In these metals neighbouring atoms sit about 2.4 to 3.3 Å apart, and each atom takes up roughly 10 to 30 Å³. A change of 1 % in length means about 3 % in volume, so volume shows small effects more clearly. The questions below follow one thread: which electrons hold the atoms together, and what one more electron does to the size.

Transition metals in the bcc structure with relaxed cells, computed with Ansatz 0.2.0 (HSE06, plane-wave PAW, scalar-relativistic). The cutoff is 420 eV (Tc 600 eV), the k mesh 10×10×10 (8×8×8 for Cd, Hf and Hg) and the Gaussian smearing 0.05 eV. M is the metal atom, d electrons are Löwdin populations on the free atom's shells, and positive pressure means compression.

| element | Z | group | period | volume (Å³/atom) | a (Å) | shortest distance from M (Å) | largest site spin moment (size) (muB) | magnetic order of the run | Loewdin d electrons on M (e) | pressure left (GPa) |
| --- | --- | --- | --- | --- | --- | --- | --- | --- | --- | --- |
| Ni | 28 | 10 | 4 | 10.82 | 2.787 | 2.414 | 0.79 | ferromagnetic | 8.90 | -0.01 |
| Zn | 30 | 12 | 4 | 15.43 | 3.137 | 2.717 | 0.00 | unpolarised run | 9.99 | -0.04 |
| Tc | 43 | 7 | 5 | 14.13 | 3.046 | 2.638 | 0.00 | unpolarised run | 6.03 | 0.01 |
| Ru | 44 | 8 | 5 | 13.65 | 3.011 | 2.607 | 0.00 | unpolarised run | 7.18 | -0.07 |
| Rh | 45 | 9 | 5 | 13.89 | 3.029 | 2.623 | 0.00 | unpolarised run | 8.22 | -0.08 |
| Pd | 46 | 10 | 5 | 14.99 | 3.106 | 2.690 | 0.00 | unpolarised run | 9.43 | -0.01 |
| Ag | 47 | 11 | 5 | 17.95 | 3.299 | 2.857 | 0.00 | unpolarised run | 9.91 | 0.01 |
| Cd | 48 | 12 | 5 | 22.49 | 3.556 | 3.080 | 0.00 | unpolarised run | 9.99 | -0.04 |
| Hf | 72 | 4 | 6 | 22.58 | 3.561 | 3.084 | 0.00 | unpolarised run | 3.13 | 0.05 |
| Re | 75 | 7 | 6 | 14.67 | 3.084 | 2.671 | 0.00 | unpolarised run | 5.92 | 0.01 |
| Os | 76 | 8 | 6 | 14.26 | 3.056 | 2.646 | 0.00 | unpolarised run | 6.91 | -0.03 |
| Ir | 77 | 9 | 6 | 14.50 | 3.072 | 2.661 | 0.00 | unpolarised run | 7.93 | -0.14 |
| Au | 79 | 11 | 6 | 17.53 | 3.273 | 2.834 | 0.00 | unpolarised run | 9.78 | 0.04 |
| Hg | 80 | 12 | 6 | 27.70 | 3.812 | 3.301 | 0.00 | unpolarised run | 9.99 | 0.02 |

**1. The table lists a volume, an edge $a$ and a shortest distance. How many results are these?**

One. The cubic cell of a bcc crystal has edge $a$ and holds two atoms, so the volume per atom is $a^3/2$. The nearest neighbour sits half a body diagonal away, at $\sqrt{3}\,a/2$. If two of these columns follow the same trend, the second adds no evidence. Use the volume to compare packing and the distance to think about bonds.

**2. Which metal is the smallest in its row, and is the difference real?**

Ni is the smallest of all, as the only metal here with an open 3d shell. Among the 4d metals it is Ru, and among the 5d metals of the table it is Os, both in group 8. The volume falls by about 3 % from group 7 to group 8 and rises by just under 2 % to group 9.

In the data makers' tests on other systems, the pressure left in a relaxed cell shifted the volume by up to about 0.4 %. If the same held here, two neighbours could together be off by 0.8 %, and the dip is larger than that. Tc was computed with a larger plane-wave basis than Ru, which might cast doubt on the first step. Re and Os share one basis setting and show the same drop.

**3. Why does the size fall and then rise?**

Diatomic molecules show the principle. From N₂ to O₂ to F₂ the added electrons enter antibonding orbitals, and the bond grows longer. In a metal the d orbitals of many atoms spread into a band, with bonding states at the bottom and antibonding states at the top. The analogy covers this filling only: each atom in bcc has eight nearest neighbours, and the metal has no single bond to count.

Friedel's model turns this into a formula. Take a d band of width $W$ with its ten places per atom spread evenly in energy, and fill it from the bottom with $N$ electrons. Adding up their energies, measured from the middle of the band, gives a bond energy of $-(W/20)\,N(10-N)$. The band widens as the atoms approach, so stronger bonding pulls them closer, and for modest changes the distance shrinks in proportion to $N(10-N)$.

This product is largest at $N=5$. With one electron per atom counted as s-like, Tc has $N=6$ and Ru has $N=7$, so bonding alone would make Ru larger than Tc. The table shows the opposite. The standard remedy is a second effect: each step to the right adds a proton, which the added d electron screens only in part, and the atom contracts.

With both effects the shortest distance becomes a constant, plus an offset for 5d metals, plus one term in $N$ and one in $N(10-N)$. A least-squares fit to the seven 4d and 5d metals of groups 7 to 10 gives $-0.100$ Å per added electron for the contraction and $-0.0235$ Å per unit of $N(10-N)$ for the bonding. From Tc to Ru the product drops from 24 to 21. Within the fit, lost bonding therefore adds $3\times0.0235\approx0.07$ Å, contraction takes away 0.10 Å, and the distance should shrink by 0.03 Å, as it does in the table.

Both metals were part of that fit, and the two terms in $N$ together make a general parabola, which could be split in other ways. The division into two causes therefore rests on theory. Hf, with $N=3$, was left out and is a harder test of the curve, though not of that division. The model makes it much larger than Re, as it is, and falls only 0.04 Å short of its distance. The calculated bands support one part of the picture: at the corner of the Brillouin zone called H, the Fermi level lies 71 % of the way up the d levels in Tc and 78 % in Ir, so it is the upper, antibonding half that is being filled. For a quick guess within groups 7 to 10, a step to the next element shrinks the metal up to about $N=7$ and swells it beyond.

**4. What happens when the d shell is full?**

The metal swells strongly. The volume grows by 20 % from Pd to Ag and by another 25 % from Ag to Cd; from Au to Hg it grows by 58 %. The parabola puts Ag 0.06 Å too short, Cd 0.28 Å and Hg 0.46 Å. Au lies close to the curve, but with Ag off it this is no support for the model.

In the last step, from group 11 to group 12, the number of d electrons rises by only 0.1 to 0.2. The added electron helps to fill the s shell instead. A free atom of group 12 has only filled shells, and two such atoms hardly bind. The metal holds together because s states mix with empty p states, and that bond is weaker and longer. When estimating sizes, treat group 12 as a separate class and don't extend the d-band rule to it.

**5. Is a 5d metal larger than the 4d metal above it?**

In groups 7 to 9 it is, by about 4 % in volume. That is little for a whole extra shell. The accepted main reason is the lanthanide contraction: the filled 4f shell screens the nucleus poorly, so the outer electrons are drawn in.

Au breaks the pattern and is 2 % smaller than Ag. In heavy atoms relativity pulls the s electrons inward, and once the d shell is full, the s electron carries a larger share of the bond. Every calculation here includes this effect, so the table can't isolate it; the explanation comes from atomic theory.

Hg breaks the pattern the other way and is 23 % larger than Cd. The same relativistic pull lowers the 6s pair in energy and makes it reluctant to mix with p states. The populations agree with this: Hg keeps 1.8 valence s electrons, Cd only 1.5. They are no independent proof, since the wider spacing in Hg also weakens the mixing. HSE06 also leaves out long-range dispersion, which matters most where other bonding is weak, so the volume of Hg is probably too large. Repeat it with a dispersion correction before using it.

**6. Does a moment of zero mean that the metal is nonmagnetic?**

No. Every metal except Ni was computed without spin, so its zero was put in by hand. Ni has a spin moment of 0.79 $\mu_\mathrm{B}$ (Bohr magnetons) on the atom but only 0.67 $\mu_\mathrm{B}$ in the whole cell, because part of the electron density is polarised the other way. Its state was carried over from another run and not tested against a lower one.

Judged by the density of states alone, which is at hand for every metal but Hf, Ir is the first candidate for a run with spin. It has 2.6 states per eV and atom at the Fermi level, against 0.8 in Os, because a flat band lies just above that level. Many states there make it cheap to turn spins over, which favours a moment. Whether one would form is open, and the high value itself depends on the mesh and the smearing. Spin-orbit coupling, left out here, could also shift or split the flat band. Use a denser mesh, and confirm any moment with a second functional, since HSE06 tends to exaggerate magnetism in metals of this kind.

**7. Which digits can be trusted?**

The leftover pressure printed in the table does little harm. In a metal as stiff as Ru, 0.07 GPa shifts the volume by only about 0.02 %, or 0.003 Å³, which is less than the last printed digit. But the stress from which this pressure is read was itself only loosely converged in every run, so the true shift may be larger.

The data makers' tests on other systems found shifts of up to about 0.4 %. For Ru that would mean 0.05 Å³ in volume and 0.003 Å in distance, though it wasn't measured on these metals. To be cautious, don't lean on the last printed digit, and don't interpret a difference between two metals below about 1 % in volume.

These figures describe only how well the cells were relaxed. Other errors come on top: the meshes are coarse for metals, and spin-orbit coupling, which weighs most on the 5d row, is left out. Spin was allowed only for Ni; if Rh, Pd or Ir formed a moment, its volume could shift too. At room conditions none of these metals is bcc, so take densities for design from the real structure and use this table for trends.

The d populations need care at one place. Pd was analysed without a 5s shell, unlike Rh and Ag, so its 9.4 d electrons don't compare directly with theirs. Neighbouring populations are comparable only when the same set of shells was used for both.
